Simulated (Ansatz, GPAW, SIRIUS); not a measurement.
Na2S: programs and potentials compared

```xyz
3
Lattice="0.0000 3.2735 3.2735 3.2735 0.0000 3.2735 3.2735 3.2735 0.0000" Properties=species:S:1:pos:R:3 pbc="T T T"
S     0.0000    0.0000    0.0000
Na    4.9102    4.9102    4.9102
Na    1.6367    1.6367    1.6367
```

Alike in all runs: task single point; functional PBEsol; k mesh 7 × 7 × 7; occupations fermi-dirac, width 0.05 eV; no spin polarisation; no spin-orbit coupling. Pressure is positive in compression and, in plane waves, holds the error of the finite cutoff.

```tsv
program and potentials	plane-wave cutoff (eV)	notes	pressure (GPa)
SIRIUS, PseudoDojo 0.4.1 PBEsol standard (scalar relativistic)	1202	8 valence electrons an atom on average	-0.56
Ansatz, all-electron LAPW, scalar-relativistic	-	-	-0.58
GPAW, PAW data sets generated for this functional	800	6.67 valence electrons an atom on average	-0.52
```

The pressure spans -0.58 (Ansatz, all-electron LAPW, scalar-relativistic) to -0.52 GPa (GPAW, PAW data sets generated for this functional), with all-electron results at -0.58.

Differences between rows come from potentials, basis sets and numerical settings, since the functional is the same but for its coding. Runs on potential files found faulty are left out.
